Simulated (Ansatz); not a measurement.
# ZnS: S on a Zn site

Aim: make a S on a Zn site in a supercell of 32 atoms of ZnS, relax it, in the charges +2, +1, 0, and find its formation energy, moment and surroundings.

Method: DFT PBE, scalar-relativistic, plane waves, PAW, in Ansatz 0.2.0.

2 further runs of the same task are left out: 2 set aside as unsound or not needed.

## (1) The starting structure

It takes space group F-43m (No. 216, cubic). Conventional cell: a = 5.442 Å, b = 5.442 Å, c = 5.442 Å, α = 90.00°, β = 90.00°, γ = 90.00°. Zn (site symmetry -43m) is surrounded by 4 S at 2.36 Å. S (site symmetry -43m) is surrounded by 4 Zn at 2.36 Å.

As a file:

```
CELL_PARAMETERS angstrom
0.00000 2.72115 2.72115
2.72115 0.00000 2.72115
2.72115 2.72115 0.00000
ATOMIC_POSITIONS crystal
Zn 0.00000 0.00000 0.00000
S 0.25000 0.25000 0.25000
```

It goes back to an entry of the Materials Project.

This cell was relaxed beforehand with the same method: volume 20.15 Å³/atom, gap on the mesh 2.02 eV.

The host's static dielectric tensor, from an earlier linear-response run, has a mean of 9.37.

The perfect supercell (rows -1 3 -1; 3 -1 -1; -1 -1 -1 in vectors of this cell) was computed beforehand with the same settings: E(σ→0) = -67563.7630 eV for 32 atoms, gap 3.59 eV on its own mesh.

## (2) The defect cell

The atom at (0.250, 0.250, 0.500) of the supercell is replaced. A small random displacement (spread 0.05 Å) lets the symmetry of the site break. Its neighbours are 4 S at 2.36 Å.

## (3) Charge state 0

Contents of input.yaml:

```yaml
crystal:
  lattice:
    - [5.4423087484, -5.4423087484, 5.4423087484]
    - [-5.4423087484, 5.4423087484, 5.4423087484]
    - [-5.4423087484, -5.4423087484, -5.4423087484]
  atoms:
    - { symbol: S, position: [0.2484353766, 0.2490752879, 0.5042663397] }
    - { symbol: Zn, position: [0.5, 0.25, 0.25] }
    - { symbol: Zn, position: [0.75, 0.25, 0.0] }
    - { symbol: Zn, position: [0.0, 0.5, 0.5] }
    - { symbol: Zn, position: [0.25, 0.5, 0.25] }
    - { symbol: Zn, position: [1.0, 0.25, 0.75] }
    - { symbol: Zn, position: [0.75, 0.75, 0.5] }
    - { symbol: Zn, position: [0.5, 0.5, 0.0] }
    - { symbol: Zn, position: [0.75, 0.5, 0.75] }
    - { symbol: Zn, position: [0.0, 0.75, 0.25] }
    - { symbol: Zn, position: [0.5, 0.0, 0.5] }
    - { symbol: Zn, position: [0.25, 0.75, 0.0] }
    - { symbol: Zn, position: [0.75, 0.0, 0.25] }
    - { symbol: Zn, position: [0.5, 0.75, 0.75] }
    - { symbol: Zn, position: [0.0, 0.0, 0.0] }
    - { symbol: Zn, position: [0.25, 0.0, 0.75] }
    - { symbol: S, position: [0.2584927173, 0.0158487772, 0.5119777442] }
    - { symbol: S, position: [0.5, 0.0, 0.25] }
    - { symbol: S, position: [0.75, 0.0, 0.0] }
    - { symbol: S, position: [-0.005580318, 0.2421255393, 0.4958762564] }
    - { symbol: S, position: [0.2485576243, 0.2550901331, 0.2550987042] }
    - { symbol: S, position: [0.0, 0.0, 0.75] }
    - { symbol: S, position: [0.75, 0.5, 0.5] }
    - { symbol: S, position: [0.5, 0.25, 0.0] }
    - { symbol: S, position: [0.75, 0.25, 0.75] }
    - { symbol: S, position: [0.0, 0.5, 0.25] }
    - { symbol: S, position: [0.5, 0.75, 0.5] }
    - { symbol: S, position: [0.25, 0.5, 0.0] }
    - { symbol: S, position: [0.75, 0.75, 0.25] }
    - { symbol: S, position: [0.5018581926, 0.4964223917, 0.7507912053] }
    - { symbol: S, position: [0.0, 0.75, 0.0] }
    - { symbol: S, position: [0.25, 0.75, 0.75] }
  host:
    lattice:
      - [0.0, 2.7211543742, 2.7211543742]
      - [2.7211543742, 0.0, 2.7211543742]
      - [2.7211543742, 2.7211543742, 0.0]
    atoms:
      - { symbol: Zn, position: [0.0, 0.0, 0.0] }
      - { symbol: S, position: [0.25, 0.25, 0.25] }
basis:
  ecutwfc: 420
  xc_grid: 2
kpoints:
  mp_grid: { grid: [2, 2, 2], shift: [0.5, 0.5, 0.5] }
hamiltonian:
  xc: pbe
scf:
  occupations: { method: gaussian, width: 0.01 }
output:
  forces: true
  stress: false
  eigenvalues: true
  charged_corrections:
    defect_position: [0.25, 0.25, 0.5]
    epsilon: [[9.3732, 0.0, 0.0], [0.0, 9.3732, 0.0], [0.0, 0.0, 9.3732]]
  write_density: true
  write_potential: true
  elf: true
  volumetric_format: npy
relax:
  adjacent_minimum: "off"
  f_tol: 0.025
  max_steps: 45
```

The run is started by

```bash
> ansatz run input.yaml --threads 4 --pin off --max-ram 10240MiB --backend cpu --events-out ev --progress --plain --runs-dir out
```

Further runs follow: charge state +1; relaxing the defect, charge +2.

Before running it: what results should come out? Wanted: formation energy, neutral; nearest atoms after relaxation, one image of each, neutral.

The runs gave:

| quantity | value |
| --- | --- |
| formation energy, neutral | 3.94 eV |
| nearest atoms after relaxation, one image of each, neutral | 2 S at 2.35 Å, 1 S at 2.36 Å |
| level (+2/+1) above the valence top | -0.26 eV (outside the gap) |
| level (+1/0) above the valence top | 0.21 eV |

**Reading.** Forming the neutral defect takes 3.94 eV with the elements as reservoirs. Spin polarisation was off in the neutral run, so a moment could not show there. Among the charges computed the stable one is +1 at the valence top, changing to 0 at 0.21 eV, in a gap of 2.02 eV. In charge +2 the extra carrier would gain by moving to a band edge of the host at this level and cell size; a small cell and a semilocal functional both favour that, so a real bound level isn't ruled out. The alignment term, up to 0.10 eV here, is marked as doubtful by the program in a cell of this size. Levels are placed in the host's Kohn-Sham gap, which is usually too small at this level and squeezes them. With 32 host sites the defect feels its images, so energies are good to tenths of an eV at best. Other minima may exist.
